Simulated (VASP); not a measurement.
# MgI2 in VASP: one cell, several levels of theory, part 3 of 3

VASP 6.6.1, plane waves, PAW. The steps go on from the part before.

**4. Single point with PBEsol**

INCAR reads:

```
ENCUT = 520.000000
SIGMA = 0.010000
EDIFF = 1.00e-07
GGA = PS
PREC = Accurate
IBRION = -1
ISIF = 2
ISMEAR = 0
NBANDS = 15
NELM = 120
NSW = 0
LASPH = .TRUE.
LCHARG = .FALSE.
LWAVE = .FALSE.
LREAL = .FALSE.
```

KPOINTS reads:

```
KPOINTS created by Atomic Simulation Environment
0
Gamma
12 12 4
0 0 0
```

KPOINTS_OPT reads:

```
special points
7
Reciprocal
0.0000000000 0.0000000000 0.0000000000 1
0.5000000000 0.0000000000 0.0000000000 1
0.3333333333 0.3333333333 0.0000000000 1
0.0000000000 0.0000000000 0.5000000000 1
0.5000000000 0.0000000000 0.5000000000 1
0.3333333333 0.3333333333 0.5000000000 1
0.5000000000 0.0000000000 0.3500000000 1
```

POSCAR reads:

```
Mg I
 1.0000000000000000
     4.1572130500175861    0.0000000000000000    0.0000000000000000
    -2.0786065250087931    3.6002521102594174    0.0000000000000000
     0.0000000000000000    0.0000000000000000    6.8733252076808444
 Mg  I
   1   2
Cartesian
  0.0000000000000000 -0.0000000000000000 -0.0000000000000000
 -0.0000000000000001  2.4001680735062787  1.6676205526148902
  2.0786065250087922  1.2000840367531393  5.2057046550659551
```

The run uses the recommended PBE PAW datasets (16 valence electrons a neutral cell).

Run with:

```console
mpirun -np 1 vasp_std
```

Standard output, without the iteration lines:

```text
POSCAR found type information on POSCAR MgI
 POSCAR found :  2 types and       3 ions
 -----------------------------------------------------------------------------
|                                                                             |
|                                                                             |
|     You enforced a specific xc type in the INCAR file but a different       |
|     I HOPE YOU KNOW WHAT YOU ARE DOING!                                     |
|                                                                             |
 -----------------------------------------------------------------------------

 LDA part: xc-table for (Slater+PW92), standard interpolation
 POSCAR, INCAR and KPOINTS ok, starting setup
 FFT: planning ... GRIDC
 FFT: planning ... GRID_SOFT
 FFT: planning ... GRID
 WAVECAR not read
 entering main loop
 Start KPOINTS_OPT (optional k-point list driver)
k-point batch [1-7\7]
```

OSZICAR:

```text
N       E                     dE             d eps       ncg     rms          rms(c)
DAV:   1     0.747173973913E+02    0.74717E+02   -0.57885E+03  2078   0.842E+02
DAV:   2    -0.247414920292E+01   -0.77192E+02   -0.70105E+02  2926   0.131E+02
DAV:   3    -0.846555631178E+01   -0.59914E+01   -0.59657E+01  2763   0.418E+01
DAV:   4    -0.857898944788E+01   -0.11343E+00   -0.11342E+00  2951   0.685E+00
DAV:   5    -0.858000828443E+01   -0.10188E-02   -0.10188E-02  2709   0.605E-01    0.399E+00
DAV:   6    -0.845239332897E+01    0.12761E+00   -0.10098E-01  2378   0.160E+00    0.263E+00
DAV:   7    -0.842217135652E+01    0.30222E-01   -0.10232E-01  2476   0.156E+00    0.644E-01
DAV:   8    -0.841993965553E+01    0.22317E-02   -0.74580E-03  2378   0.480E-01    0.263E-01
DAV:   9    -0.841992376129E+01    0.15894E-04   -0.83616E-04  2791   0.169E-01    0.104E-01
DAV:  10    -0.841991092241E+01    0.12839E-04   -0.37986E-05  2567   0.409E-02    0.378E-02
DAV:  11    -0.841991258889E+01   -0.16665E-05   -0.53487E-06  2686   0.131E-02    0.198E-02
DAV:  12    -0.841991275658E+01   -0.16769E-06   -0.53502E-07  2693   0.437E-03    0.839E-03
DAV:  13    -0.841991282787E+01   -0.71292E-07   -0.72720E-08  1961   0.149E-03
   1 F= -.84199128E+01 E0= -.84199128E+01  d E =-.106147E-36
       N       E                     dE             ncg
DAV:   1     0.249224173269E+04   -0.23161E+04      210
DAV:   2     0.197000742181E+04   -0.52223E+03      297
DAV:   3     0.193133637192E+04   -0.38671E+02      280
DAV:   4     0.193065157168E+04   -0.68480E+00      262
DAV:   5     0.193063928322E+04   -0.12288E-01      288
DAV:   6     0.193063876137E+04   -0.52184E-03      285
DAV:   7     0.193063874666E+04   -0.14714E-04      309
DAV:   8     0.193063874583E+04   -0.82838E-06      211
DAV:   9     0.193063874578E+04   -0.50074E-07      211
```

OUTCAR, selected sections:

```text
k-points           NKPTS =     69   k-points in BZ     NKDIM =     69   number of bands    NBANDS=     15

   NELECT =      16.0000    total number of electrons

   dimension x,y,z NGX =    32 NGY =   32 NGZ =   54
   dimension x,y,z NGXF=    64 NGYF=   64 NGZF=  108

  energy-cutoff  :      520.00
  volume of cell :      102.87
      direct lattice vectors                 reciprocal lattice vectors
     4.157213050  0.000000000  0.000000000     0.240545767  0.138879163  0.000000000
    -2.078606525  3.600252110  0.000000000     0.000000000  0.277758326  0.000000000
     0.000000000  0.000000000  6.873325208     0.000000000  0.000000000  0.145489988

 k-points in reciprocal lattice and weights: KPOINTS created by Atomic Simulation Env
   0.00000000  0.00000000  0.00000000       0.002
   0.08333333  0.00000000  0.00000000       0.010
   0.16666667  0.00000000  0.00000000       0.010
   0.25000000  0.00000000  0.00000000       0.010
   0.33333333  0.00000000  0.00000000       0.010
   0.41666667  0.00000000  0.00000000       0.010
   0.50000000  0.00000000  0.00000000       0.005
   0.08333333  0.08333333  0.00000000       0.010
[... 61 more k-points ...]

 E-fermi :   2.2857

 k-point     1 :       0.0000    0.0000    0.0000
  band No.  band energies     occupation
      1      -9.9134      2.00000
      2      -9.2028      2.00000
      3      -1.3747      2.00000
      4       1.7314      2.00000
      5       1.7314      2.00000
      6       2.1160      2.00000
      7       2.1160      2.00000
      8       2.1999      2.00000
      9       5.7585      0.00000
     10       6.8304      0.00000
     11       8.8258      0.00000
     12       8.8258      0.00000
     13       9.5869      0.00000
     14      10.2735      0.00000
     15      10.2735      0.00000

 k-point     2 :       0.0833    0.0000    0.0000
  band No.  band energies     occupation
      1      -9.8769      2.00000
      2      -9.1836      2.00000
      3      -1.3234      2.00000
      4       1.4262      2.00000
      5       1.6346      2.00000
      6       1.8364      2.00000
      7       2.1111      2.00000
      8       2.1776      2.00000
      9       6.0883      0.00000
     10       7.1302      0.00000
     11       8.4410      0.00000
     12       8.9426      0.00000
     13       9.8272      0.00000
     14      10.0036      0.00000
     15      10.3926      0.00000

 k-point     3 :       0.1667    0.0000    0.0000
  band No.  band energies     occupation
      1      -9.7724      2.00000
      2      -9.1316      2.00000
      3      -1.1797      2.00000
      4       0.7293      2.00000
      5       1.2465      2.00000
      6       1.4187      2.00000
      7       2.0605      2.00000
      8       2.0987      2.00000
      9       6.6698      0.00000
     10       7.4748      0.00000
     11       8.2938      0.00000
     12       9.1934      0.00000
     13       9.3058      0.00000
     14      10.1003      0.00000
     15      10.6620      0.00000

 k-point     4 :       0.2500    0.0000    0.0000
  band No.  band energies     occupation
      1      -9.6161      2.00000
      2      -9.0641      2.00000
      3      -0.9944      2.00000
      4      -0.0022      2.00000
      5       0.6354      2.00000
      6       1.1795      2.00000
      7       1.9458      2.00000
      8       1.9596      2.00000
      9       6.6153      0.00000
     10       7.5214      0.00000
     11       8.4490      0.00000
     12       9.2718      0.00000
     13       9.3028      0.00000
     14      10.1127      0.00000
     15      11.0401      0.00000

 k-point     5 :       0.3333    0.0000    0.0000
  band No.  band energies     occupation
      1      -9.4360      2.00000
      2      -9.0071      2.00000
      3      -1.0059      2.00000
      4      -0.4321      2.00000
      5       0.2110      2.00000
      6       0.9757      2.00000
      7       1.7100      2.00000
      8       1.8473      2.00000
      9       6.1846      0.00000
     10       7.5375      0.00000
     11       8.0162      0.00000
     12       9.2213      0.00000
     13       9.7088      0.00000
     14      10.7949      0.00000
     15      11.1569      0.00000

 k-point     6 :       0.4167    0.0000    0.0000
  band No.  band energies     occupation
      1      -9.2750      2.00000
      2      -8.9850      2.00000
      3      -1.3003      2.00000
      4      -0.5731      2.00000
      5       0.1962      2.00000
      6       0.8415      2.00000
      7       1.4287      2.00000
      8       1.7632      2.00000
      9       5.8721      0.00000
     10       7.4440      0.00000
     11       7.7064      0.00000
     12       9.1180      0.00000
     13      10.0240      0.00000
     14      11.1167      0.00000
     15      11.8404      0.00000

 k-point     7 :       0.5000    0.0000    0.0000
  band No.  band energies     occupation
      1      -9.2010      2.00000
      2      -8.9898      2.00000
      3      -1.4319      2.00000
      4      -0.6513      2.00000
      5       0.3076      2.00000
      6       0.7949      2.00000
      7       1.2700      2.00000
      8       1.7325      2.00000
      9       5.7625      0.00000
     10       7.4005      0.00000
     11       7.5994      0.00000
     12       9.0771      0.00000
     13      10.1214      0.00000
     14      11.4102      0.00000
     15      11.8788      0.00000

 k-point     8 :       0.0833    0.0833    0.0000
  band No.  band energies     occupation
      1      -9.8063      2.00000
      2      -9.1479      2.00000
      3      -1.2256      2.00000
      4       1.0320      2.00000
      5       1.1668      2.00000
      6       1.6924      2.00000
      7       2.0025      2.00000
      8       2.1318      2.00000
      9       6.5568      0.00000
     10       7.5953      0.00000
     11       8.0450      0.00000
     12       9.1365      0.00000
     13       9.5574      0.00000
     14       9.8779      0.00000
     15      10.7378      0.00000

 k-point     9 :       0.1667    0.0833    0.0000
  band No.  band energies     occupation
      1      -9.6757      2.00000
      2      -9.0880      2.00000
      3      -1.0557      2.00000
      4       0.3537      2.00000
      5       0.6703      2.00000
      6       1.3881      2.00000
      7       1.8568      2.00000
      8       2.0290      2.00000
      9       6.8948      0.00000
     10       7.6909      0.00000
     11       8.3558      0.00000
     12       9.0842      0.00000
     13       9.2730      0.00000
     14       9.6056      0.00000
     15      11.0830      0.00000

 k-point    10 :       0.2500    0.0833    0.0000
  band No.  band energies     occupation
      1      -9.5065      2.00000
      2      -9.0253      2.00000
      3      -0.9303      2.00000
      4      -0.2485      2.00000
      5       0.2783      2.00000
      6       1.0424      2.00000
      7       1.7048      2.00000
      8       1.8555      2.00000
      9       6.5610      0.00000
     10       7.8170      0.00000
     11       8.2714      0.00000
     12       9.1303      0.00000
     13       9.4445      0.00000
     14       9.9165      0.00000
     15      11.2252      0.00000

 k-point    11 :       0.3333    0.0833    0.0000
  band No.  band energies     occupation
      1      -9.3331      2.00000
      2      -8.9864      2.00000
      3      -1.1329      2.00000
      4      -0.4766      2.00000
      5       0.1482      2.00000
      6       0.7837      2.00000
      7       1.5212      2.00000
      8       1.6613      2.00000
      9       6.1762      0.00000
     10       7.7739      0.00000
     11       7.8788      0.00000
     12       9.1109      0.00000
     13       9.8853      0.00000
     14      10.7706      0.00000
     15      11.3073      0.00000

 k-point    12 :       0.4167    0.0833    0.0000
  band No.  band energies     occupation
      1      -9.2067      2.00000
      2      -8.9848      2.00000
      3      -1.3665      2.00000
      4      -0.5928      2.00000
      5       0.2981      2.00000
      6       0.6417      2.00000
      7       1.3059      2.00000
      8       1.5661      2.00000
      9       5.9604      0.00000
     10       7.6588      0.00000
     11       7.7079      0.00000
     12       9.1048      0.00000
     13      10.0978      0.00000
     14      11.2383      0.00000
     15      11.7941      0.00000

[... the tables of k-points 13 to 69 left out ...]

  Total       -0.2956898     -0.2956898     -0.0635668     -0.0000000      0.0000000      0.0000000
  in kB       -4.6051618     -4.6051618     -0.9900085     -0.0000000      0.0000000      0.0000000
  external PRESSURE =      -3.4001107 kB  Pullay stress =       0.0000000 kB

 POSITION                                       TOTAL-FORCE (eV/Angst)
 -----------------------------------------------------------------------------------
      0.00000      0.00000      0.00000         0.000000      0.000000      0.000000
      0.00000      2.40017      1.66762         0.000000     -0.000000     -0.065523
      2.07861      1.20008      5.20570        -0.000000      0.000000      0.065523
 -----------------------------------------------------------------------------------
    total drift:                               -0.000000      0.000000     -0.000000

  FREE ENERGIE OF THE ION-ELECTRON SYSTEM (eV)
  ---------------------------------------------------
  free  energy   TOTEN  =        -8.4199128279 eV

  energy  without entropy=       -8.4199128279  energy(sigma->0) =       -8.41991283
```

Hardware: 1 MPI rank of Intel Xeon 6975P-C, shared host.

The levels at the points of KPOINTS_OPT are read from vasprun.xml.

Near the gap, in eV above the top of the last filled band v; c is the band after it:

```csv
point,v−1,v,c,c+1
Γ,-0.08,0.00,3.56,4.63
M,-0.93,-0.47,3.56,5.20
K,-1.25,-1.25,3.83,7.29
A,-0.19,-0.19,4.55,4.72
L,-0.82,-0.71,3.47,5.08
H,-0.56,-0.56,4.77,5.66
```

The PBEsol gap is 3.44 eV and indirect (Γ to (0.50, 0.00, 0.35)), with 3.56 eV as the least direct one. Pressure: -0.34 GPa, and the largest force is 0.066 eV/Å, on atom 2 (I).

**5. Summary**

The summary covers parts 1 to 3.

```
 level  gap (eV)  pressure (GPa)  largest force (eV/Å)  Ansatz: gap (eV)  Ansatz: pressure (GPa)  Ansatz: force (eV/Å)
   PBE      3.49            1.07                 0.001              3.51                    1.13                 0.011
   LDA      3.33           -1.62                 0.163              3.34                   -1.52                 0.151
PBEsol      3.44           -0.34                 0.066              3.45                   -0.31                 0.061
```

What this shows: The gap spans 3.33 eV (LDA) to 3.49 eV (PBE). Spin-orbit coupling is left out, though the cell holds I (Z = 53); in an element this heavy it can shift bands and gaps by tenths of an eV. At this one volume the pressure spans -1.6 GPa (LDA) to 1.1 GPa (PBE): PBE wants the largest cell and LDA the smallest. Forces up to 0.16 eV/Å (LDA) show atoms off their equilibrium places at that level; the least is 0.001 eV/Å (PBE). The two programs agree on the gap within 0.03 eV, far less than the spread between functionals. The two codes have different PAW datasets and cutoffs. VASP's cell holds 16 valence electrons and Ansatz's 44. LDA means the Perdew–Zunger form in VASP and the Perdew–Wang form in Ansatz.
